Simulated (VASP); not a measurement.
Here is a VASP 6.6.1 calculation.

The input INCAR:

```
SYSTEM = CdTe
PREC = Accurate ; ENCUT = 520
EDIFF = 1E-6 ; ISMEAR = -1
SIGMA = 0.05 ; LREAL = .FALSE.
LASPH = .TRUE. ; NELM = 60
ALGO = Normal ; ISIF = 2
LWAVE = .FALSE. ; LCHARG = .FALSE.
GGA = RE ; IVDW = 13
NBANDS = 16
```

Contents of KPOINTS:

```
regular mesh
0
G
  7 7 7
  0 0 0
```

File POSCAR:

```
CdTe
1.0
    0.0000000000      3.2564383812      3.2564383812
    3.2564383812      0.0000000000      3.2564383812
    3.2564383812      3.2564383812      0.0000000000
Te Cd
1 1
Direct
    0.7500000000      0.7500000000      0.7500000000
    0.0000000000      0.0000000000      0.0000000000
```

Potentials or basis: VASP PAW PBE potentials, release 64 (Te, Cd).

Command:

```bash
$ cat potpaw_PBE.64/Te/POTCAR potpaw_PBE.64/Cd/POTCAR > POTCAR
$ mpirun -np 1 vasp_std > vasp.out
```

Task: Predict the dispersion energy per atom.

Result: -0.557 eV.

Task: What does it give for the band gap on the k mesh?

Result: 0.84 eV, direct.

Task: Predict the pressure.

Result: 0.1 GPa.

Caveat: the PAW data sets were made with another functional, which shifts forces and pressure a little; spin-orbit coupling is left out, which moves the levels of the heavy elements.

**What was measured.**

A printed reference work, data compilation reports, for a bulk crystal of CdTe at 0 K: band gap 1.607 eV.

A measured gap of CdTe is 1.607 eV (0 K; a printed reference work, data compilation); the calculated 0.84 eV misses it by -0.77 eV. Spin-orbit coupling on Cd, Te is left out. The value is that of revPBE+D4, without temperature or zero-point motion. Semilocal functionals fall short of measured gaps as a rule.
